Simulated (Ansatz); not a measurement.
# Ag (Im-3m) in Ansatz: notebook, part 2 of 2

Ansatz 0.2.0. The steps go on from the part before.

## 5. Relaxation of cell and atoms, B3LYP

Input file input:

```
crystal:
  lattice:
    - [-1.655654, 1.655654, 1.655654]
    - [1.655654, -1.655654, 1.655654]
    - [1.655654, 1.655654, -1.655654]
  atoms:
    - { symbol: Ag, position: [0.0, 0.0, 0.0] }
hamiltonian:
  xc: b3lyp
  pseudopotentials: { kind: paw }
kpoints:
  mp_grid: { grid: [6, 6, 6] }
scf:
  occupations: { method: fermi_dirac, width: 0.05 }
output:
  forces: true
  stress: true
  eigenvalues: true
  write_density: true
  write_potential: true
  elf: true
  volumetric_format: npy
relax:
  f_tol: 0.01
  max_steps: 40
  cell: { stress_tol: 0.05 }
```

Potentials or basis: Ansatz PAW.

Output:

```text
GPUs: using 1 of 1 available (devices: 1).
Engine: ansatz 0.2.0, x86_64-unknown-linux-gnu
Pseudopotentials: kind: paw
Pseudopotential: Ag, paw, valence charge 19, recommended cutoff 420 eV (normal), Ag.paw.azcp
Functional definition: B3LYP
  parameter a0 = 0.2
  parameter ax = 0.72
  parameter ac = 0.81
  exchange = (1 - a0 - ax)*slater_x + ax*b88_x + a0*exact_x
  correlation = (1 - ac)*vwn_rpa_c + ac*lyp_c
device memory: the entry about to start is reckoned to put 0.4 GiB on a device that reports 59.4 GiB free (of which the cap on the GPU budget leaves the run 18.0 GiB)
GPU FFT provider: cuFFT
GPU libraries: cuBLAS 13.8.2, cuFFT 12.4.0, cuSOLVER 12.3.4
Crystal: 1 atoms, lattice volume = 18.154 Å³
Basis set: ecut = 420 eV, 369 PW (Γ), exchange–correlation on 40×40×40 points (8 copies of the dense FFT grid, shifted against one another)
Bands: 14, of which v1, the nominal top of the filled ones, is band 10 counted from 1 (9 counted from 0)
Symmetry: 48 space group operations
Space group: Im-3m (ITA 229), of the structure as read, at distance tolerance 2.6e-5 Å
k-points: 16 of 216
Non-local potential: Ag, projectors of the file, l = 0: 3, l = 1: 2, l = 2: 2, l = 3: 1
PAW form: soft (Blöchl's): semilocal exchange-correlation on the pseudo side does not see the compensation charge
PAW frozen core: Ag, regenerated for the run's functional, and the local potential with it (the file was generated under x = pbe(κ = 0.804, μ = 0.2195149727645171), c = pbe(β = 0.06672455060314922))
PAW one-centre angular grid: Ag, 590 points (default); XC on 64 Gauss nodes
Initial density: superposition of atomic densities (neutral atoms: chi_scale 0, normalization atom), corrected by the library's trained network
Initial wavefunctions: pseudopotential atomic-orbital guess
GPU buffer pool allocated for 8000 grid points (all kernels)
GPU transforms: local potential and band sums: pruned to the plane-wave sphere, on 20×20×20
Functional: x = 0.1 slater + 0.9 b88, c = 0.19 vwn_rpa + 0.81 lyp, warm-up for x = 0.08 slater + 0.72 b88 + 0.2 exact, c = 0.19 vwn_rpa + 0.81 lyp
SCF iter   1: F=—  HF=-7601.180358 eV  |F-HF|=—  |Δ(HF+E_count)|=         —  Δρ=4.99e-3  dr2=3.10e-3  ethr=1.77e-3  ⟨swp⟩=7.6  Hψ=947  notcnv=0
preconditioner: auto → none  [insulator: Δε(μ)=0.410 eV  Ē_g=15.760 eV  σ=0.050 eV  W_gap=0.52  n_scr=12 (ndim 8)  ℏωp=28.9 eV  f_vac=0.000  D(μ)=2.37/eV (n_scr^D=42)]
SCF iter   2: F=—  HF=-7601.180777 eV  |F-HF|=—  |Δ(HF+E_count)|=   4.19e-4  Δρ=2.85e-3  dr2=5.71e-4  ethr=1.63e-5  ⟨swp⟩=3.4  Hψ=522  notcnv=0  defer=1
preconditioner: auto → Kerker (q_TF=auto, 2.749 Å⁻¹)  [metal: Δε(μ)=0.038 eV  Ē_g=15.774 eV  σ=0.050 eV  W_gap=0.19  n_scr=12 (ndim 8)  ℏωp=28.9 eV  f_vac=0.000  D(μ)=2.34/eV (n_scr^D=42)]
SCF iter   3: F=—  HF=-7601.180831 eV  |F-HF|=—  |Δ(HF+E_count)|=   5.42e-5  Δρ=1.38e-3  dr2=1.57e-4  ethr=3.00e-6  ⟨swp⟩=2.9  Hψ=427  notcnv=0
iter 4 solved again at ethr=1.18e-8 eV; its pass at ethr=8.28e-7 eV (dr2=2.25e-6 eV) is discarded
SCF iter   4: F=—  HF=-7601.180948 eV  |F-HF|=—  |Δ(HF+E_count)|=   1.17e-4  Δρ=1.64e-4  dr2=2.18e-6  ethr=1.18e-8  ⟨swp⟩=2.2  Hψ=806  notcnv=0
SCF iter   5: F=—  HF=-7601.180953 eV  |F-HF|=—  |Δ(HF+E_count)|=   4.88e-6  Δρ=2.89e-5  dr2=4.98e-8  ethr=1.15e-8  ⟨swp⟩=3.0  Hψ=435  notcnv=0
SCF iter   6: F=—  HF=-7601.180953 eV  |F-HF|=—  |Δ(HF+E_count)|=   1.08e-7  Δρ=4.89e-6  dr2=2.21e-9  ethr=2.62e-10  ⟨swp⟩=3.0  Hψ=444  notcnv=0
SCF iter   7: F=—  HF=-7601.180953 eV  |F-HF|=—  |Δ(HF+E_count)|=   4.04e-9  Δρ=1.04e-6  dr2=1.35e-10  ethr=1.16e-11  ⟨swp⟩=3.0  Hψ=454  notcnv=0
SCF iter   8: F=-7601.180953 eV  HF=-7601.180953 eV  |F-HF|=5.46e-12  |Δ(HF+E_count)|=  1.09e-10  Δρ=1.49e-7  dr2=2.68e-12  ethr=1.00e-12  ⟨swp⟩=3.0  Hψ=453  notcnv=0
SCF 1 converged in 8 iterations: F = -7601.180953 eV  dr2 = 2.68e-12
[... 243 lines left out ...]
GPU FFT provider: cuFFT
GPU libraries: cuBLAS 13.8.2, cuFFT 12.4.0, cuSOLVER 12.3.4
GPU buffer pool allocated for 8000 grid points (all kernels)
GPU transforms: local potential and band sums: pruned to the plane-wave sphere, on 20×20×20
Exchange kernel: α = 0.2000, full range, Wigner–Seitz truncation, v(0) = 9011.1051 eV·Å³, q-mesh 6×6×6, nearest image of the exchange supercell L = 17.59 Å, pair-density grid 12×12×12, without the augmentation charges, whose exchange is taken in its separable form by FFT convolution over the k-point mesh (sized by the pseudopotential files, 16×16×16 at the most), smooth part of the exact exchange by density-matrix convolution in up to 1.03 GiB of GPU memory as planned if the GPU has room (build and FFT work areas not counted)
Frozen-core exchange: fock
SCF iter   1: F=—  HF=-7603.699996 eV  |F-HF|=—  |Δ(HF+E_count)|=         —  Δρ=5.35e-6  dr2=4.34e-9  ethr=1.08e-9  ⟨swp⟩=8.4  Hψ=749  notcnv=0
SCF iter   2: F=—  HF=-7603.699996 eV  |F-HF|=—  |Δ(HF+E_count)|=   1.54e-9  Δρ=4.34e-7  dr2=2.11e-11  ethr=2.25e-11  ⟨swp⟩=3.0  Hψ=452  notcnv=0
SCF iter   3: F=—  HF=-7603.699996 eV  |F-HF|=—  |Δ(HF+E_count)|=  2.56e-10  Δρ=1.74e-7  dr2=2.04e-11  ethr=1.00e-12  ⟨swp⟩=2.2  Hψ=380  notcnv=0
SCF iter   4: F=—  HF=-7603.699996 eV  |F-HF|=—  |Δ(HF+E_count)|=  1.82e-12  Δρ=6.23e-8  dr2=1.78e-11  ethr=1.00e-12  ⟨swp⟩=2.0  Hψ=377  notcnv=0
SCF iter   5: F=—  HF=-7603.699996 eV  |F-HF|=—  |Δ(HF+E_count)|=  1.79e-10  Δρ=3.76e-7  dr2=2.62e-11  ethr=1.00e-12  ⟨swp⟩=2.5  Hψ=390  notcnv=0
SCF iter   6: F=-7603.699996 eV  HF=-7603.699996 eV  |F-HF|=0.00e0  |Δ(HF+E_count)|=  5.46e-12  Δρ=6.73e-8  dr2=1.09e-12  ethr=1.00e-12  ⟨swp⟩=2.4  Hψ=386  notcnv=0
SCF 16 converged in 6 iterations: F = -7603.699996 eV  dr2 = 1.09e-12
  Residual-converged pass: ⟨swp⟩=3.1  Hψ=485  notcnv=0  max |occ|·‖R‖ = 8.9e-9 eV (tolerance 1.0e-8 eV)  dr2=1.01e-12  dr2_onsite=5.88e-14  max |Δocc| = 2.9e-16
hybrid outer 2: dexx = +3.740e-10 eV, tail = 1.23e-11 eV, Δε = 1.30e-4 eV (about 5.53e-6 eV left of the loop's levels)
relax step   5: F+E_penalty+E_count = -7603.69999625 eV  Δ(F+E_penalty+E_count) = -7.000e-4 eV  max|allowed force component| = 0.000e0 eV/Å  Δτ_max = 0.0000 Å  P = -0.049 GPa  Ω = 19.396 Å³  stress off target by 4.86e-2 GPa  SCF on the basis re-selected at this cell (its energy is not comparable with the rows above)  (13 SCF iters)
basis re-selected at this cell: Δ(F+E_penalty+E_count) = -7.000e-4 eV, ΔP = -0.034 GPa vs the last step (what re-selecting the basis moved, of the pressure what is left beyond the Pulay correction that the steps carried, after the strain that the cell walked since its last selection, with what the two solves' SCF thresholds leave and, on support functions, any second-order correction that the steps lacked; it is no measure of the basis error at this ecutwfc). This SCF's stress stands 4.86e-2 GPa from its target on what of the cell is left free (relax.cell.stress_tol is 5.00e-2 GPa) and its largest allowed force component is 0.00e0 eV/Å (relax.f_tol is 1.00e-2 eV/Å): within both
hybrid SCF converged: 2 outer / 13 inner (+0 warm-up), last move |dexx| = 3.74e-10 eV, tail = 1.23e-11 eV
Stability not checked: this state was not tested for a lower state beside it, because the functional holds exact exchange (a hybrid, or Hartree-Fock), whose exchange loop this test does not read (fock_operator; see scf.lower_state_search)
Free energy (F): -7603.699996 eV
Frozen-core exchange: fock
Harris-Foulkes:  -7603.699996 eV  (|F-HF|=0.00e0)
Internal energy: -7603.684760 eV  (E = F + TS)
E sigma→0 (E₀):  -7603.692378 eV
Entropy (-TS):   -0.015237 eV (-15.237 meV/atom)
Fermi energy:    15.014494 eV
--- Per-component energies (eV) ---
  E_band       = -320.017802
  E_kinetic    = 528.603759
  E_local      = -2399.800515  (includes V_loc(G=0)·N_el)
  E_nonlocal   = 80.461229
  E_hartree    = 1082.723671
  E_xc         = -150.265534
  E_vxc        = -189.810568  (∫ρ·V_xc dr)
  E_exx        = -70.073197  (= α·E_x^exact, valence–valence)
  E_paw        = -3880.795351  (= ΣΔE_a)
  E_vpaw       = -364.772910  (= ΣTr[D̂ρ^β])
  E_aug_tail   = 0.000291  (compensation charges beyond the density's cutoff)
  E_ewald      = -2794.190704
  E_core_change = -0.348409  (= ΣΔE_core)
  E_smearing   = -0.015237  (= −TS)
  E_closure    = -0.000000  (closes the sum)
  Σ components = -7603.699996   (vs F -7603.699996, Δ=0.00e0)
--- Forces (eV/Å), atoms counted from 1 ---
  atom   1  Ag     0.00000000    -0.00000000    -0.00000000
  max |Σ_I F_I| component: 1.59e-25 eV/Å
--- Stress (GPa, compression-positive) ---
       -0.048619       0.000000       0.000000
        0.000000      -0.048619       0.000000
       -0.000000      -0.000000      -0.048619
  P = ⅓ Tr σ = -0.0486 GPa (-0.486 kbar)
--- Band table (eV; the first three rows and the last of 16) ---
  k-point 0: bands = ["-81.2777", "-43.6290", "-43.6290", "-43.6290", "6.9432", "8.8336", "8.8336", "8.8336", "9.9533", "9.9533", "33.3336", "33.3336", "33.3336", "37.9055"]
  k-point 1: bands = ["-81.2748", "-43.6581", "-43.6401", "-43.6289", "7.7523", "8.6651", "8.9738", "9.2793", "9.8219", "9.9722", "30.1910", "32.3175", "33.7076", "34.6319"]
  k-point 2: bands = ["-81.2691", "-43.7172", "-43.6625", "-43.6295", "7.9320", "8.3427", "9.8357", "10.0297", "10.2964", "11.4734", "23.6452", "29.7392", "30.7949", "34.3247"]
  k-point 15: bands = ["-81.2572", "-43.7227", "-43.7227", "-43.7227", "7.6762", "7.6762", "10.6763", "10.6763", "10.6763", "22.2135", "22.2135", "22.2135", "26.9708", "28.4579"]
--- Relaxed structure (4 steps of the walk, 4 accepted, 1 SCFs on fresh bases) ---
  F+E_penalty+E_count = -7603.69999625 eV   max|allowed force component| = 0.000e0 eV/Å   (the final SCF, on the basis selected at the relaxed cell)
  cell:  # Å, volume = 19.3963 Å³
    - [-1.692594333228024, 1.692594333228024, 1.692594333228024]
    - [1.692594333228024, -1.692594333228024, 1.692594333228024]
    - [1.692594333228024, 1.692594333228024, -1.692594333228024]
  atoms:
    - { symbol: Ag, position: [0.0, 0.0, 0.0] }
```

rho_z.tsv:

```text
# z_ang	rho[e/angstrom^3]
# format = ansatz-planar-average/11
# lattice	-1.692594333	1.692594333	1.692594333
# lattice	1.692594333	-1.692594333	1.692594333
# lattice	1.692594333	1.692594333	-1.692594333
# sites	1
# site	47	0.000000000	0.000000000	0.000000000
0.000000	2.347661e0
0.146583	2.233598e0
0.293166	1.924825e0
0.439749	1.505027e0
0.586332	1.072059e0
0.732915	7.044765e-1
[... 12 lines left out ...]
2.638493	1.924825e0
2.785076	2.233598e0
```

Run time: 1.7 min. Hardware: 1 × NVIDIA H100 80GB HBM3 with 2 threads of AMD EPYC 7R13 (Zen 3), shared host; peak memory 1.3 GiB.

What came out:

* Free energy: -7603.7000 eV
* Relaxed volume: 19.40 Å³/atom
* Relaxed cell: a = 2.932 Å, b = 2.932 Å, c = 2.932 Å, α = 109.47°, β = 109.47°, γ = 109.47°
* Space group after relaxing (to 0.05 Å): Im-3m (No. 229)
* Energy gained by relaxing: 18.9 meV/atom
* Ionic steps: 5
* Pressure after relaxing: 0.0 GPa
* Band gap on the k mesh: none (metal or under the smearing width)

The path:
```
step  energy change (eV)  largest force (eV/Å)  volume (Å³)
   1              0.0000                0.0000        18.15
   2             -0.0125                0.0000        20.12
   3             -0.0180                0.0000        19.50
   4             -0.0182                0.0000        19.40
   5             -0.0189                0.0000        19.40
```

Final structure:
```cif
data_structure
_symmetry_space_group_name_H-M 'P 1'
_symmetry_Int_Tables_number 1
_cell_length_a 2.9317
_cell_length_b 2.9317
_cell_length_c 2.9317
_cell_angle_alpha 109.471
_cell_angle_beta 109.471
_cell_angle_gamma 109.471
_cell_volume 19.40
loop_
_atom_site_label
_atom_site_type_symbol
_atom_site_fract_x
_atom_site_fract_y
_atom_site_fract_z
_atom_site_occupancy
Ag1 Ag 0.00000 0.00000 0.00000 1
```

Levels at points of the mesh, in eV from the Fermi level:
```
              k point  band 6  band 7  band 8  band 9  band 10  band 11  band 12  band 13
   (0.00, 0.00, 0.00)   -6.18   -6.18   -6.18   -5.06    -5.06    18.32    18.32    18.32
  (0.00, 0.00, -0.50)   -6.83   -5.09   -4.94   -4.12     0.41     3.86    13.69    14.18
(-0.50, -0.50, -0.50)   -7.34   -4.34   -4.34   -4.34     7.20     7.20     7.20    11.96
```

Caveat: the k mesh is coarse (spacing up to 0.45 Å⁻¹), so the values aren't converged, least of all with exact exchange; the plane-wave basis is chosen anew once the cell has moved, so the energies of steps on either side of that aren't comparable; the PAW data sets come from PBE, with cores solved anew for the run's functional, which leaves a small shift of forces and pressure.

## 6. Summary

| task | level | cell | gap on the mesh (eV) | pressure (GPa) | relaxed volume (Å³/atom) |
| --- | --- | --- | --- | --- | --- |
| single point | PBEsol0 | as given | none | -5.8 | - |
| relaxation of cell and atoms | PBEsol0 | relaxed | none | 0.0 | 16.99 |
| single point | B3LYP | as given | none | 5.3 | - |
| relaxation of cell and atoms | B3LYP | relaxed | none | 0.0 | 19.40 |

Alike in all rows: potentials or basis Ansatz PAW; no spin polarisation; k mesh 6 × 6 × 6; cutoff (eV) 420; smearing fermi-dirac 0.05 eV; the mesh is coarse, so values aren't converged.

Caveats: all runs use coarse meshes; the PAW data sets come from PBE, with cores solved anew for the run's functional, which leaves a small shift of forces and pressure; the thresholds are loose for stress (some runs); the plane-wave basis is chosen anew once the cell has moved, so the energies of steps on either side of that aren't comparable (some runs).

Absolute energies hang on the potentials; compare differences alone.
